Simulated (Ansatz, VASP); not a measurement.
**One calculation of Si, two programs**

```
Si
1.0
     0.00000    2.06422    2.06422
     2.06422    0.00000    2.06422
     2.06422    2.06422    0.00000
Si
2
Direct
  0.87500 0.87500 0.87500
  0.12500 0.12500 0.12500
```

Change from the starting cell: volume scaled by 0.43, LAPW.

Alike in both runs: task single point; functional PBE; k mesh 12 × 12 × 12; occupations fermi-dirac, width 0.08 eV; no spin polarisation.

|  | VASP | Ansatz |
| --- | --- | --- |
| version | VASP 6.6.1 | Ansatz 0.2.0 |
| potentials or method | VASP PAW PBE potentials, release 64 (Si), cutoff 520 eV | all-electron LAPW, scalar-relativistic |

```tsv
	VASP	Ansatz	Ansatz less VASP
pressure (GPa)	371.3	370.0	-1.21
```

Ansatz ran all-electron here, so the differences hold the error of VASP's frozen core and of both bases.

Caveats: the cell as given lies far from equilibrium; so large a pressure means that the cell lies far from this level's equilibrium, or that cutoff or potentials fall short (VASP).
